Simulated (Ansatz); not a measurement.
Relaxed BaSnO₃ (cubic perovskite):

```
CELL_PARAMETERS angstrom
      8.35215     0.00000     0.00000
      4.17608     4.17608     0.00000
      0.00000     0.00000     4.17608
ATOMIC_POSITIONS crystal
  Ba 0.00000 0.00000 0.00000
  Ba 0.50000 0.00000 0.00000
  Sn 0.00000 0.50000 0.50000
  Sn 0.50000 0.50000 0.50000
  O  0.75000 0.50000 0.50000
  O  0.25000 0.50000 0.50000
  O  0.00000 0.50000 0.00000
  O  0.50000 0.50000 0.00000
  O  0.25000 0.00000 0.50000
  O  0.75000 0.00000 0.50000
```

The atoms are displaced by Q × the pattern below (from a DFPT mode at M = (0.5, 0.5, 0.0), largest move 1; Q in Å), at fixed cell. (q is in reciprocal vectors of the primitive cell; the cell shown is doubled to hold the pattern.)

```csv
atom,x,y,z
O5,1.000,0.000,0.000
O6,-1.000,0.000,0.000
O9,0.000,-1.000,0.000
O10,0.000,1.000,0.000
```

Atoms not listed stay in place.

The numbers are results of PBE (plane waves to 420 eV, PAW, scalar-relativistic; Ansatz, a quantum-chemistry and plane-wave program), not measurements. k mesh 8×8×8 (Γ-centred), Fermi-Dirac smearing 0.05 eV. Compression counts positive. BaSnO3 was relaxed with its symmetry unable to fall. 

```
Q (Å)   P (GPa)  −dE/dQ from forces (eV/Å)
------  -------  -------------------------
-0.100        ?                      4.698
-0.083        ?                      3.791
-0.067     0.74                      2.950
-0.050        ?                      2.163
-0.033     0.18                      1.418
-0.017     0.04                      0.702
0.000      0.00                      0.000
0.017      0.04                     -0.702
0.033      0.18                     -1.418
0.050         ?                     -2.163
0.067      0.74                     -2.950
0.083         ?                     -3.791
0.100         ?                     -4.698
```

Q: What belongs in the gaps?

A: 
- -0.100, P (GPa): 1.67
- -0.083, P (GPa): 1.16
- -0.050, P (GPa): 0.42
- 0.050, P (GPa): 0.42
- 0.083, P (GPa): 1.16
- 0.100, P (GPa): 1.67

(A displaced cell: forces are minus the slopes of the energy, force constants its curvatures, and phonons follow from these.)
